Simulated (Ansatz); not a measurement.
# Ca (I4/mmm) in Ansatz: further runs

The runs below take Ca through relaxation of cell and atoms, with r2SCAN, r2SCAN+D3(BJ).

All numbers are computed with Ansatz 0.2.0; they aren't measurements. Logs are shortened: lines on timing, memory, paths and dates and some standing lists are left out, and cuts for length are marked.

## (1) Starting point

Symmetry: I4/mmm, No. 139, tetragonal system. Conventional cell: a = 4.410 Å, b = 4.410 Å, c = 4.392 Å, α = 90.00°, β = 90.00°, γ = 90.00°. Around Ca (site symmetry 4/mmm) lie 8 Ca at 3.81 Å.

This isn't the form of Ca at room conditions, which is fcc.

## (2) Relaxation of cell and atoms, r2SCAN

Input file input.yaml:

```yaml
crystal:
  lattice:
    - [-2.2052049036, 2.2052049036, 2.19611481]
    - [2.2052049036, -2.2052049036, 2.19611481]
    - [2.2052049036, 2.2052049036, -2.19611481]
  atoms:
    - { symbol: Ca, position: [0.5, 0.5, 0.0] }
hamiltonian:
  xc: r2scan
  pseudopotentials: { kind: paw }
kpoints:
  mp_grid: { grid: [9, 9, 9] }
scf:
  occupations: { method: fermi_dirac, width: 0.05 }
output:
  forces: true
  stress: true
  eigenvalues: true
relax:
  f_tol: 0.01
  max_steps: 40
  cell: { stress_tol: 0.05 }
```

Potentials or basis: Ansatz PAW.

Run with:

```bash
> ansatz run input.yaml --threads 2 --pin off --max-ram 5632MiB --backend cpu --events-out ev --progress --plain --runs-dir out
```

What it wrote:

```text
Warning: RAYON_NUM_THREADS=2 ignored (pool sized by the plan → 2); use --threads N
Engine: ansatz 0.2.0, x86_64-unknown-linux-gnu
Pseudopotentials: kind: paw
Pseudopotential: Ca, paw, valence charge 10, recommended cutoff 500 eV (meta_gga), Ca.paw.azcp
Functional definition: r2SCAN
  parameter k0 = 0.174
  parameter k1 = 0.065
  parameter a1 = 4.9479
  exchange = r2scan_x(k0 = k0, k1 = k1, a1 = a1)
  correlation = r2scan_c
Crystal: 1 atoms, lattice volume = 42.718 Å³
Basis set: ecut = 500 eV, 1061 PW (Γ), exchange–correlation on 120×120×120 points (64 copies of the dense FFT grid, shifted against one another)
Bands: 9, of which v1, the nominal top of the filled ones, is band 5 counted from 1 (4 counted from 0)
Symmetry: 16 space group operations
Space group: I4/mmm (ITA 139), of the structure as read, at distance tolerance 3.5e-5 Å
k-points: 75 of 729
Non-local potential: Ca, projectors of the file, l = 0: 3, l = 1: 2, l = 2: 2
PAW form: soft (Blöchl's): semilocal exchange-correlation on the pseudo side does not see the compensation charge
PAW frozen core: Ca, regenerated for the run's functional (the file was generated under x = pbe(κ = 0.804, μ = 0.2195149727645171), c = pbe(β = 0.06672455060314922))
PAW one-centre angular grid: Ca, 302 points (default); XC on 160 Gauss nodes
Initial density: superposition of atomic densities (neutral atoms: chi_scale 0, normalization atom), corrected by the library's trained network
Initial wavefunctions: pseudopotential atomic-orbital guess
Functional: x = r2scan, c = r2scan; τ floored in thin density (d = 2e-4 eV/Å³)
SCF iter   1: F=—  HF=-1821.645917 eV  |F-HF|=—  |Δ(HF+E_count)|=         —  Δρ=4.74e-3  dr2=1.05e-2  dr2_τ=1.12e-3  ethr=1.77e-3  ⟨swp⟩=6.0  Hψ=5596  notcnv=0
preconditioner: auto → Kerker (q_TF=auto, 2.142 Å⁻¹)  [metal: Δε(μ)=0.081 eV  Ē_g=4.022 eV  σ=0.050 eV  W_gap=0.36  n_scr=12 (ndim 8)  ℏωp=8.0 eV  f_vac=0.000  D(μ)=1.40/eV (n_scr^D=12)]
SCF iter   2: F=—  HF=-1821.664026 eV  |F-HF|=—  |Δ(HF+E_count)|=   1.81e-2  Δρ=2.56e-3  dr2=3.88e-3  dr2_τ=6.15e-5  ethr=1.05e-4  ⟨swp⟩=3.0  Hψ=1868  notcnv=0
SCF iter   3: F=—  HF=-1821.663439 eV  |F-HF|=—  |Δ(HF+E_count)|=   5.87e-4  Δρ=6.68e-4  dr2=3.41e-4  dr2_τ=1.80e-5  ethr=3.88e-5  ⟨swp⟩=3.0  Hψ=1326  notcnv=0
SCF iter   4: F=—  HF=-1821.663465 eV  |F-HF|=—  |Δ(HF+E_count)|=   2.56e-5  Δρ=1.45e-4  dr2=5.64e-6  dr2_τ=1.31e-6  ethr=3.41e-6  ⟨swp⟩=2.3  Hψ=1032  notcnv=0
SCF iter   5: F=—  HF=-1821.663470 eV  |F-HF|=—  |Δ(HF+E_count)|=   4.93e-6  Δρ=2.31e-5  dr2=1.24e-7  dr2_τ=3.93e-8  ethr=5.64e-8  ⟨swp⟩=2.3  Hψ=1077  notcnv=0
SCF iter   6: F=-1821.663470 eV  HF=-1821.663470 eV  |F-HF|=5.27e-9  |Δ(HF+E_count)|=   4.39e-7  Δρ=4.00e-6  dr2=6.03e-9  dr2_τ=7.91e-10  ethr=1.00e-9  ⟨swp⟩=5.0  Hψ=3473  notcnv=0
SCF 1 converged in 6 iterations: F = -1821.663470 eV  dr2 = 6.03e-9
relax step   1: F+E_penalty+E_count = -1821.66347039 eV  Δ(F+E_penalty+E_count) = +0.000e0 eV  max|allowed force component| = 0.000e0 eV/Å  Δτ_max = 0.0000 Å  P = +0.263 GPa  Ω = 42.718 Å³  (6 SCF iters, dr2 threshold 1.00e-7 eV, accepted)
Crystal: 1 atoms, lattice volume = 43.000 Å³
Initial density: handed on by an earlier stage of this run
Initial wavefunctions: those handed on with the density
iter 1 solved again at ethr=3.93e-8 eV; its pass at ethr=3.10e-3 eV (dr2=3.93e-6 eV) is discarded
SCF iter   1: F=—  HF=-1821.663210 eV  |F-HF|=—  |Δ(HF+E_count)|=         —  Δρ=1.16e-4  dr2=3.55e-6  dr2_τ=2.89e-4  ethr=3.93e-8  ⟨swp⟩=3.0  Hψ=6236  notcnv=0
preconditioner: auto → Kerker (q_TF=auto, 2.140 Å⁻¹)  [metal: Δε(μ)=0.079 eV  Ē_g=3.910 eV  σ=0.050 eV  W_gap=0.36  n_scr=12 (ndim 8)  ℏωp=8.0 eV  f_vac=0.000  D(μ)=1.44/eV (n_scr^D=12)]
SCF iter   2: F=—  HF=-1821.663803 eV  |F-HF|=—  |Δ(HF+E_count)|=   5.92e-4  Δρ=5.33e-5  dr2=2.03e-6  dr2_τ=3.72e-7  ethr=3.55e-8  ⟨swp⟩=2.8  Hψ=1157  notcnv=0
SCF iter   3: F=—  HF=-1821.663803 eV  |F-HF|=—  |Δ(HF+E_count)|=   2.01e-8  Δρ=3.36e-5  dr2=7.83e-7  dr2_τ=1.87e-8  ethr=2.03e-8  ⟨swp⟩=2.1  Hψ=952  notcnv=0
SCF iter   4: F=-1821.663803 eV  HF=-1821.663803 eV  |F-HF|=1.22e-8  |Δ(HF+E_count)|=   2.02e-8  Δρ=1.38e-5  dr2=5.10e-8  dr2_τ=1.88e-8  ethr=1.00e-9  ⟨swp⟩=3.0  Hψ=2678  notcnv=0
SCF 2 converged in 4 iterations: F = -1821.663803 eV  dr2 = 5.10e-8
relax step   2: F+E_penalty+E_count = -1821.66380277 eV  Δ(F+E_penalty+E_count) = -3.324e-4 eV  max|allowed force component| = 0.000e0 eV/Å  Δτ_max = 0.0000 Å  P = +0.140 GPa  Ω = 43.000 Å³  energy of the carried Pulay correction = -2.235e-5 eV  (4 SCF iters, dr2 threshold 1.00e-7 eV, accepted)
Crystal: 1 atoms, lattice volume = 43.328 Å³
iter 1 solved again at ethr=6.01e-8 eV; its pass at ethr=3.10e-3 eV (dr2=6.01e-6 eV) is discarded
SCF iter   1: F=—  HF=-1821.663143 eV  |F-HF|=—  |Δ(HF+E_count)|=         —  Δρ=1.44e-4  dr2=5.39e-6  dr2_τ=3.81e-4  ethr=6.01e-8  ⟨swp⟩=3.5  Hψ=6289  notcnv=0
preconditioner: auto → Kerker (q_TF=auto, 2.137 Å⁻¹)  [metal: Δε(μ)=0.081 eV  Ē_g=3.896 eV  σ=0.050 eV  W_gap=0.37  n_scr=12 (ndim 8)  ℏωp=8.0 eV  f_vac=0.000  D(μ)=1.43/eV (n_scr^D=12)]
SCF iter   2: F=—  HF=-1821.663923 eV  |F-HF|=—  |Δ(HF+E_count)|=   7.80e-4  Δρ=6.18e-5  dr2=2.74e-6  dr2_τ=5.27e-7  ethr=5.39e-8  ⟨swp⟩=2.5  Hψ=1123  notcnv=0
SCF iter   3: F=—  HF=-1821.663923 eV  |F-HF|=—  |Δ(HF+E_count)|=   1.57e-7  Δρ=4.01e-5  dr2=1.10e-6  dr2_τ=2.73e-8  ethr=2.74e-8  ⟨swp⟩=2.1  Hψ=944  notcnv=0
SCF iter   4: F=—  HF=-1821.663923 eV  |F-HF|=—  |Δ(HF+E_count)|=   5.55e-8  Δρ=1.55e-5  dr2=7.00e-8  dr2_τ=2.51e-8  ethr=1.10e-8  ⟨swp⟩=2.1  Hψ=1005  notcnv=0
SCF iter   5: F=-1821.663923 eV  HF=-1821.663923 eV  |F-HF|=1.38e-10  |Δ(HF+E_count)|=   2.61e-8  Δρ=7.57e-6  dr2=1.71e-8  dr2_τ=4.55e-9  ethr=5.84e-10  ⟨swp⟩=4.9  Hψ=3340  notcnv=0
SCF 3 converged in 5 iterations: F = -1821.663923 eV  dr2 = 1.71e-8
relax step   3: F+E_penalty+E_count = -1821.66392305 eV  Δ(F+E_penalty+E_count) = -1.203e-4 eV  max|allowed force component| = 0.000e0 eV/Å  Δτ_max = 0.0000 Å  P = +0.002 GPa  Ω = 43.328 Å³  energy of the carried Pulay correction = -4.809e-5 eV  (5 SCF iters, dr2 threshold 5.84e-8 eV, accepted)
Initial wavefunctions: pseudopotential atomic-orbital guess (no wavefunctions were taken with the density)
iter 1 solved again at ethr=2.78e-8 eV; its pass at ethr=3.10e-3 eV (dr2=2.78e-6 eV) is discarded
SCF iter   1: F=—  HF=-1821.663972 eV  |F-HF|=—  |Δ(HF+E_count)|=         —  Δρ=1.80e-5  dr2=2.27e-8  dr2_τ=4.13e-8  ethr=2.78e-8  ⟨swp⟩=3.0  Hψ=7753  notcnv=0
preconditioner: auto → Kerker (q_TF=auto, 2.137 Å⁻¹)  [metal: Δε(μ)=0.080 eV  Ē_g=3.894 eV  σ=0.050 eV  W_gap=0.36  n_scr=12 (ndim 8)  ℏωp=8.0 eV  f_vac=0.000  D(μ)=1.43/eV (n_scr^D=12)]
SCF iter   2: F=—  HF=-1821.663972 eV  |F-HF|=—  |Δ(HF+E_count)|=   3.49e-7  Δρ=9.15e-6  dr2=5.98e-9  dr2_τ=6.46e-9  ethr=2.27e-10  ⟨swp⟩=2.1  Hψ=1039  notcnv=0
SCF iter   3: F=—  HF=-1821.663972 eV  |F-HF|=—  |Δ(HF+E_count)|=   1.06e-8  Δρ=6.72e-7  dr2=9.50e-11  dr2_τ=2.56e-11  ethr=5.98e-11  ⟨swp⟩=2.0  Hψ=1054  notcnv=0
SCF iter   4: F=-1821.663972 eV  HF=-1821.663972 eV  |F-HF|=7.50e-12  |Δ(HF+E_count)|=  1.20e-10  Δρ=1.15e-7  dr2=6.08e-12  dr2_τ=1.81e-12  ethr=1.00e-12  ⟨swp⟩=6.7  Hψ=3542  notcnv=0
SCF 4 converged in 4 iterations: F = -1821.663972 eV  dr2 = 6.08e-12
relax step   4: F+E_penalty+E_count = -1821.66397234 eV  Δ(F+E_penalty+E_count) = -4.929e-5 eV  max|allowed force component| = 0.000e0 eV/Å  Δτ_max = 0.0000 Å  P = +0.002 GPa  Ω = 43.328 Å³  stress off target by 1.33e-2 GPa  SCF on the basis re-selected at this cell (its energy is not comparable with the rows above)  (4 SCF iters)
basis re-selected at this cell: Δ(F+E_penalty+E_count) = -4.929e-5 eV, ΔP = +0.000 GPa vs the last step (what re-selecting the basis moved, of the pressure what is left beyond the Pulay correction that the steps carried, after the strain that the cell walked since its last selection, with what the two solves' SCF thresholds leave and, on support functions, any second-order correction that the steps lacked; it is no measure of the basis error at this ecutwfc). This SCF's stress stands 1.33e-2 GPa from its target on what of the cell is left free (relax.cell.stress_tol is 5.00e-2 GPa) and its largest allowed force component is 0.00e0 eV/Å (relax.f_tol is 1.00e-2 eV/Å): within both
SCF converged after 4 iterations
Free energy (F): -1821.663972 eV
Harris-Foulkes:  -1821.663972 eV  (|F-HF|=7.50e-12)
Internal energy: -1821.652216 eV  (E = F + TS)
E sigma→0 (E₀):  -1821.658094 eV
Entropy (-TS):   -0.011756 eV (-11.756 meV/atom)
Fermi energy:    4.847389 eV
--- Per-component energies (eV) ---
  E_band       = -186.308341
  E_kinetic    = 274.818290
  E_local      = -854.044827  (includes V_loc(G=0)·N_el)
  E_nonlocal   = 63.108799
  E_hartree    = 285.227561
  E_xc         = -134.771123
  E_vxc        = -191.076179  (∫ρ·V_xc dr)
  E_paw        = -863.663338  (= ΣΔE_a)
  E_vpaw       = -61.137254  (= ΣTr[D̂ρ^β])
  E_aug_tail   = -0.000004  (compensation charges beyond the density's cutoff)
  E_vtau       = 11.567713  (kinetic-family band-sum trace: ∫τ·v_τ [+ j·A + Jᵃ·Aᵃ] dr)
  E_ewald      = -592.106909
  E_core_change = -0.220665  (= ΣΔE_core)
  E_smearing   = -0.011756  (= −TS)
  E_closure    = 0.000000  (closes the sum)
  Σ components = -1821.663972   (vs F -1821.663972, Δ=0.00e0)
--- Forces (eV/Å), atoms counted from 1 ---
  atom   1  Ca     0.00000000     0.00000000    -0.00000000
  max |Σ_I F_I| component: 2.52e-29 eV/Å
--- Stress (GPa, compression-positive) ---
       -0.003582       0.000000      -0.000000
        0.000000      -0.003582      -0.000000
        0.000000       0.000000       0.013278
  P = ⅓ Tr σ = 0.0020 GPa (0.020 kbar)
--- Band table (eV; the first three rows and the last of 75) ---
  k-point 0: bands = ["-39.0794", "-19.1040", "-19.1037", "-19.1037", "0.5546", "7.4447", "7.4599", "7.4599", "8.5107"]
  k-point 1: bands = ["-39.0778", "-19.1196", "-19.1092", "-19.1037", "0.7840", "7.3168", "7.3298", "7.6288", "8.3633"]
  k-point 2: bands = ["-39.0737", "-19.1595", "-19.1223", "-19.1036", "1.4457", "6.7942", "6.9889", "8.1113", "8.3024"]
  k-point 74: bands = ["-39.0558", "-19.1991", "-19.1965", "-19.1959", "4.9181", "5.0790", "8.4107", "8.4437", "8.6168"]
--- Relaxed structure (3 steps of the walk, 3 accepted, 1 SCFs on fresh bases) ---
  F+E_penalty+E_count = -1821.66397234 eV   max|allowed force component| = 0.000e0 eV/Å   (the final SCF, on the basis selected at the relaxed cell)
  cell:  # Å, volume = 43.3276 Å³
    - [-2.2149865690103785, 2.2149865690103785, 2.2078132585849146]
    - [2.2149865690103785, -2.2149865690103785, 2.2078132585849146]
    - [2.2149865690103785, 2.2149865690103785, -2.2078132585849146]
  atoms:
    - { symbol: Ca, position: [0.49999999999999994, 0.49999999999999994, 2.6778765119995846e-35] }
```

Wall time 6.5 s (2 threads of Intel Xeon Platinum 8375C at 2.90GHz (Ice Lake), shared host); peak memory 0.51 GiB.

Results:

```
Free energy                            : -1821.6640 eV
Relaxed volume                         : 43.33 Å³/atom
Relaxed cell                           : a = 3.832 Å, b = 3.832 Å, c = 3.832 Å, α = 109.38°, β = 109.38°, γ = 109.65°
Space group after relaxing (to 0.05 Å) : Im-3m (No. 229)
Energy gained by relaxing              : 0.5 meV/atom
Ionic steps                            : 4
Pressure after relaxing                : 0.0 GPa
Band gap on the k mesh                 : none (metal or under the smearing width)
```

The path:
| step | energy change (eV) | largest force (eV/Å) | volume (Å³) |
| --- | --- | --- | --- |
| 1 | 0.0000 | 0.0000 | 42.72 |
| 2 | -0.0003 | 0.0000 | 43.00 |
| 3 | -0.0005 | 0.0000 | 43.33 |
| 4 | -0.0005 | 0.0000 | 43.33 |

Final structure:
```
Ca
1.0
    -2.21499    2.21499    2.20781
     2.21499   -2.21499    2.20781
     2.21499    2.21499   -2.20781
Ca
1
Direct
  0.50000 0.50000 0.00000
```

Levels at points of the mesh, in eV from the Fermi level:
| k point | band 2 | band 3 | band 4 | band 5 | band 6 | band 7 | band 8 | band 9 |
| --- | --- | --- | --- | --- | --- | --- | --- | --- |
| (0.00, 0.00, 0.00) | -23.95 | -23.95 | -23.95 | -4.29 | 2.60 | 2.61 | 2.61 | 3.66 |

Caveat: the plane-wave basis is chosen anew once the cell has moved, so the energies of steps on either side of that aren't comparable; the PAW data sets come from PBE, with cores solved anew for the run's functional, which leaves a small shift of forces and pressure.

## (3) Relaxation of cell and atoms, r2SCAN+D3(BJ)

input.yaml, as its differences from that of step 2:

```diff
@@ -10,2 +10,3 @@
   pseudopotentials: { kind: paw }
+  dispersion: d3bj
 kpoints:
```

Potentials or basis: Ansatz PAW.

Run with:

```bash
> ansatz run input.yaml --threads 2 --pin off --max-ram 5632MiB --backend cpu --events-out ev --progress --plain --runs-dir out
```

Wall time 6.2 s (2 threads of Intel Xeon Platinum 8375C at 2.90GHz (Ice Lake), shared host); peak memory 0.51 GiB.

It converged, with:

* Free energy: -1821.7695 eV
* Relaxed volume: 42.36 Å³/atom
* Relaxed cell: a = 3.804 Å, b = 3.804 Å, c = 3.804 Å, α = 109.38°, β = 109.38°, γ = 109.65°
* Space group after relaxing (to 0.05 Å): Im-3m (No. 229)
* Energy gained by relaxing: 0.2 meV/atom
* Ionic steps: 4
* Pressure after relaxing: 0.0 GPa
* Band gap on the k mesh: none (metal or under the smearing width)

Step by step:
```
step  energy change (eV)  largest force (eV/Å)  volume (Å³)
   1              0.0000                0.0000        42.72
   2             -0.0001                0.0000        42.56
   3             -0.0002                0.0000        42.36
   4             -0.0002                0.0000        42.36
```

Final structure:
```xyz
1
Lattice="-2.1985 2.1985 2.1913 2.1985 -2.1985 2.1913 2.1985 2.1985 -2.1913" Properties=species:S:1:pos:R:3 pbc="T T T"
Ca    0.0000    0.0000    2.1913
```

Levels at points of the mesh, in eV from the Fermi level:
| k point | band 1 | band 2 | band 3 | band 4 | band 5 | band 6 | band 7 | band 8 | band 9 |
| --- | --- | --- | --- | --- | --- | --- | --- | --- | --- |
| (0.00, 0.00, 0.00) | -43.87 | -23.89 | -23.89 | -23.89 | -4.33 | 2.63 | 2.65 | 2.65 | 3.72 |

Caveat: the plane-wave basis is chosen anew once the cell has moved, so the energies of steps on either side of that aren't comparable; pairwise dispersion overbinds metals, which lowers pressure and volume; the PAW data sets come from PBE, with cores solved anew for the run's functional, which leaves a small shift of forces and pressure; the dispersion damping was fitted for another functional or another form of the correction.
